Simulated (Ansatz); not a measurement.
# SiC at 8 GPa: from Born charge to LO–TO splitting and polaron coupling

The calculation used DFT PBE, scalar-relativistic, plane waves, PAW (Ansatz 0.2.0). Settings: 420 eV plane-wave cutoff, Γ-centred 12×12×12 mesh, fixed occupations. No spin polarisation. Phonons by linear response, acoustic sum rule imposed.

The cell, relaxed at 8 GPa:
```
Si C
1.0
     0.00000    2.16438    2.16438
     2.16438    0.00000    2.16438
     2.16438    2.16438    0.00000
Si C
1 1
Direct
  0.00000 0.00000 0.00000
  0.75000 0.75000 0.75000
```

Linear response gives ν_TO = 806.1 cm⁻¹, Born charges ±2.728 e (positive on Si) and ε∞ = 6.909. The primitive cell holds 20.278 Å³, and the masses are 28.085 and 12.011 amu.

Task: Find ν_LO and the static dielectric constant.

Result: The long-wave field adds a restoring force: ω_LO² − ω_TO² = Z*²e²/(ε_vac ε∞ μV). In these units ν_LO² − ν_TO² = 4.92064×10⁷ Z*²/(μ V ε∞) cm⁻², with μ = m₁m₂/(m₁ + m₂) = 8.413 amu: 310618 cm⁻². So ν_LO = √(806.1² + 310618) = 980.0 cm⁻¹, and the run gives 980.0. Lyddane–Sachs–Teller then gives ε0 = ε∞ (ν_LO/ν_TO)² = 10.21, against 10.21 in the run (it forms both from the same three quantities, so the match checks the arithmetic only). Between ν_TO and ν_LO the dielectric function is negative and an undamped crystal reflects fully: a reststrahlen band from 10.2 to 12.4 μm.

Task: What do the Clausius–Mossotti polarisability and the Szigeti charge come to?

Result: With the Lorentz local field, α = (3V/4π)(ε∞ − 1)/(ε∞ + 2) = 3.21 Å³ for the pair, and e_S = 3Z*/(ε∞ + 2) = 0.92 e. The Born charge includes the electrons' response to the dipole's own local field, and e_S takes that enhancement out. The Lorentz field assumes point-like polarisable ions, a poor picture once ε∞ is this large, since the electron clouds then overlap or are shared, so both numbers are formal here.

Task: How strongly does a slow electron couple to the LO mode?

Result: For one isotropic parabolic band, Fröhlich's constant is α_F = (1/ε∞ − 1/ε0) √(m* Ry/ħω_LO), with Ry = 13.606 eV, ħω_LO = 121.5 meV and m* in free-electron masses: α_F = 0.0468 × 10.58 × √m* = 0.50 √m*. The band mass isn't part of this run; for m* = 0.1, 0.3 and 1 it gives 0.16, 0.27, 0.50. In weak coupling the polaron lies α_F ħω_LO below the band edge (33 meV at m* = 0.3) with a mass m*(1 + α_F/6); past α_F of about 5 or 6 that expansion fails. A semilocal functional's ε∞ tends to be too large, which taken alone lowers α_F.

Cost: 1 run of about 0.39 core-minutes, on Intel Xeon Platinum 8488C (Sapphire Rapids) (shared hosts).

Zinc-blende SiC comes out as a covalent crystal with a strongly polar lattice response. Carbon's higher electronegativity sets the sign of the Born charges, but their size, ±2.728 e, isn't a static ionic charge: it also counts the charge that flows along the sp³ bonds as the sublattices move against each other. Together with the light atoms and small cell, this dynamic charge opens a wide LO–TO gap despite substantial electronic screening.

A large splitting doesn't mean strong polaron coupling. Electrons supply most of the static screening, leaving a modest lattice share, and the stiff bonds and light carbon put the LO quantum at 121.5 meV, which lowers the coupling further. All three trial masses therefore stay in the weak-coupling regime, where a carrier is dressed by the lattice rather than self-trapped by this mechanism. In cubic SiC the conduction-band minima lie at X and are ellipsoidal, so a quantitative electron polaron would need the anisotropic mass tensor rather than a single m*.
